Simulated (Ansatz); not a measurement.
KBr:

```
Br K
1.0
     0.00000    3.30000    3.30000
     3.30000    0.00000    3.30000
     3.30000    3.30000    0.00000
Br K
1 1
Direct
  0.50000 0.50000 0.50000
  0.00000 0.00000 0.00000
```

Below is the output of Ansatz 0.2.0 for this cell. Logs are shortened: lines on timing, memory, paths and dates and some standing lists are left out, and cuts for length are marked.

```text
Warning: RAYON_NUM_THREADS=2 ignored (pool sized by the plan → 2); use --threads N
Engine: ansatz 0.2.0, aarch64-unknown-linux-gnu
Pseudopotentials: kind: paw
Pseudopotential: Br, paw, valence charge 7, recommended cutoff 420 eV (normal), Br.paw.azcp
Pseudopotential: K, paw, valence charge 9, recommended cutoff 420 eV (normal), K.paw.azcp
Functional definition: unnamed
  parameter a_1 = 0.25
  parameter omega_1 = 0.3/angstrom
  exchange = pbe_x + (-a_1)*pbe_x_sr(omega_1) + a_1*exact_x_sr(omega_1)
  correlation = pbe_c
Crystal: 2 atoms, lattice volume = 71.874 Å³
Basis set: ecut = 420 eV, 1411 PW (Γ), exchange–correlation on 64×64×64 points (8 copies of the dense FFT grid, shifted against one another)
Bands: 12, of which v1, the nominal top of the filled ones, is band 8 counted from 1 (7 counted from 0)
Symmetry: 48 space group operations
Space group: Fm-3m (ITA 225), of the structure as read, at distance tolerance 4.2e-5 Å
k-points: 8 of 64
Non-local potential: Br, projectors of the file, l = 0: 2, l = 1: 2, l = 2: 2
Non-local potential: K, projectors of the file, l = 0: 3, l = 1: 2, l = 2: 2
PAW form: soft (Blöchl's): semilocal exchange-correlation on the pseudo side does not see the compensation charge
PAW frozen core: Br, regenerated for the run's functional, and the local potential with it (the file was generated under x = pbe(κ = 0.804, μ = 0.2195149727645171), c = pbe(β = 0.06672455060314922))
PAW frozen core: K, regenerated for the run's functional, and the local potential with it (the file was generated under x = pbe(κ = 0.804, μ = 0.2195149727645171), c = pbe(β = 0.06672455060314922))
PAW one-centre angular grid: Br, 110 points (default); XC on 64 Gauss nodes
PAW one-centre angular grid: K, 110 points (default); XC on 64 Gauss nodes
Initial density: superposition of atomic densities (neutral atoms: chi_scale 0, normalization atom), corrected by the library's trained network
Initial wavefunctions: pseudopotential atomic-orbital guess
Functional: x = pbe(κ = 0.804, μ = 0.2195149727645171), c = pbe(β = 0.06672455060314922), warm-up for x = pbe(κ = 0.804, μ = 0.2195149727645171) + 0.25 (exact − pbe) at short range (hse, ω = 0.3 Å⁻¹), c = pbe(β = 0.06672455060314922)
SCF iter   1: F=—  HF=-4324.491948 eV  |F-HF|=—  |Δ(HF+E_count)|=         —  Δρ=1.25e-3  dr2=1.71e-3  ethr=1.77e-3  ⟨swp⟩=2.4  Hψ=717  notcnv=0
preconditioner: auto → none  [insulator: Δε(μ)=4.397 eV  Ē_g=14.791 eV  σ=0.050 eV  W_gap=1.00  n_scr=14 (ndim 8)  ℏωp=16.4 eV  f_vac=0.056  D(μ)=0.00/eV (n_scr^D=0)]
iter 2 solved again at ethr=1.22e-7 eV; its pass at ethr=1.07e-5 eV (dr2=1.96e-5 eV) is discarded
SCF iter   2: F=-4324.491363 eV  HF=-4324.491360 eV  |F-HF|=3.23e-6  |Δ(HF+E_count)|=   5.88e-4  Δρ=1.60e-4  dr2=1.94e-5  ethr=1.22e-7  ⟨swp⟩=4.1  Hψ=469  notcnv=0  defer=1
SCF 1 stopped early in 2 iterations: F = -4324.491363 eV  dr2 = 1.94e-5
  greatest PAW one-centre occupation: 0.987 electrons in one spin orbital (limit 2), on the K atom at site 1 (counted from 0), in its partial waves of l = 0
[... 119 lines left out ...]
Free energy (F): -4327.337512 eV
Frozen-core exchange: fock
Harris-Foulkes:  -4327.337512 eV  (|F-HF|=3.73e-11)
Internal energy: -4327.337512 eV  (E = F + TS)
E sigma→0 (E₀):  -4327.337512 eV
Fermi energy:    2.835274 eV
--- Per-component energies (eV) ---
  E_band       = -159.291101
  E_kinetic    = 387.895544
  E_local      = -850.119194  (includes V_loc(G=0)·N_el)
  E_nonlocal   = 82.522264
  E_hartree    = 276.444432
  E_xc         = -320.987878
  E_vxc        = -217.384173  (∫ρ·V_xc dr)
  E_exx        = -34.610543  (= α·E_x^exact, valence–valence)
  E_paw        = -3075.881714  (= ΣΔE_a)
  E_vpaw       = -45.873340  (= ΣTr[D̂ρ^β])
  E_aug_tail   = -0.000004  (compensation charges beyond the density's cutoff)
  E_ewald      = -792.097665
  E_core_change = -0.502754  (= ΣΔE_core)
  E_smearing   = -0.000000  (= −TS)
  E_closure    = 0.000000  (closes the sum)
  Σ components = -4327.337512   (vs F -4327.337512, Δ=9.09e-13)
--- Forces (eV/Å), atoms counted from 1 ---
  atom   1  Br     0.00000000     0.00000000     0.00000000
  atom   2  K      0.00000000     0.00000000     0.00000000
  max |Σ_I F_I| component: 1.18e-30 eV/Å
--- Stress (GPa, compression-positive) ---
        0.014052      -0.000000       0.000000
       -0.000000       0.014052      -0.000000
        0.000000      -0.000000       0.014052
  P = ⅓ Tr σ = 0.0141 GPa (0.141 kbar)
--- Band table (eV; the first three rows and the last of 8) ---
  k-point 0: bands = ["-29.7963", "-13.0675", "-11.9380", "-11.9380", "-11.9380", "0.1545", "0.1545", "0.1545", "5.4441", "8.8444"]
  k-point 1: bands = ["-29.7938", "-13.1556", "-11.9398", "-11.9398", "-11.8100", "-0.4886", "-0.0088", "-0.0088", "6.6819", "8.6398"]
  k-point 2: bands = ["-29.7913", "-13.2298", "-11.9416", "-11.9416", "-11.6949", "-0.9952", "-0.1613", "-0.1613", "7.5976", "9.3589"]
  k-point 7: bands = ["-29.7898", "-13.0556", "-11.9946", "-11.9946", "-11.8448", "-0.4293", "-0.4293", "-0.3659", "8.5115", "8.5115"]
  guard bands above this table: 2 of the run's 12 bands. The solve was not asked for them (output.publish_guard_bands: true or output.eigenvalues: true publishes all)
--- Relaxed structure (3 steps of the walk, 3 accepted, 1 SCFs on fresh bases) ---
  F+E_penalty+E_count = -4327.33751244 eV   max|allowed force component| = 4.602e-31 eV/Å   (the final SCF, on the basis selected at the relaxed cell)
  cell:  # Å, volume = 74.0427 Å³
    - [8.025210951810553e-34, 3.3328633692226473, 3.3328633692226473]
    - [3.3328633692226473, -5.095372032895586e-35, 3.3328633692226473]
    - [3.3328633692226473, 3.3328633692226473, 3.8215290246716966e-35]
  atoms:
    - { symbol: Br, position: [0.5, 0.5, 0.5] }
    - { symbol: K, position: [-3.495611483785664e-36, -9.11898647773501e-37, 5.471391887300076e-36] }
```

Problem. What input gives this log?

Solution. Relaxation of cell and atoms with HSE03, no spin polarisation. The files as run (others can give the same):

input.yaml
```yaml
crystal:
  lattice:
    - [0.0, 3.3, 3.3]
    - [3.3, 0.0, 3.3]
    - [3.3, 3.3, 0.0]
  atoms:
    - { symbol: Br, position: [0.5, 0.5, 0.5] }
    - { symbol: K, position: [0.0, 0.0, 0.0] }
hamiltonian:
  xc: { exchange: pbe, correlation: pbe, exx: { coeff: 0.25, omega: 0.3 } }
  pseudopotentials: { kind: paw }
kpoints:
  mp_grid: { grid: [4, 4, 4] }
scf:
  occupations: { method: fermi_dirac, width: 0.05 }
output:
  forces: true
  stress: true
  write_density: true
  write_potential: true
  elf: true
  volumetric_format: npy
relax:
  f_tol: 0.01
  max_steps: 40
  cell: { stress_tol: 0.05 }
```

Potentials or basis: Ansatz PAW.
Launch:
```bash
$ ansatz run input.yaml --threads 2 --pin off --max-ram 5632MiB --backend cpu --events-out ev --progress --plain --runs-dir out
```

Caveat: the plane-wave basis is chosen anew once the cell has moved, so the energies of steps on either side of that aren't comparable; the PAW data sets come from PBE, with cores solved anew for the run's functional, which leaves a small shift of forces and pressure.
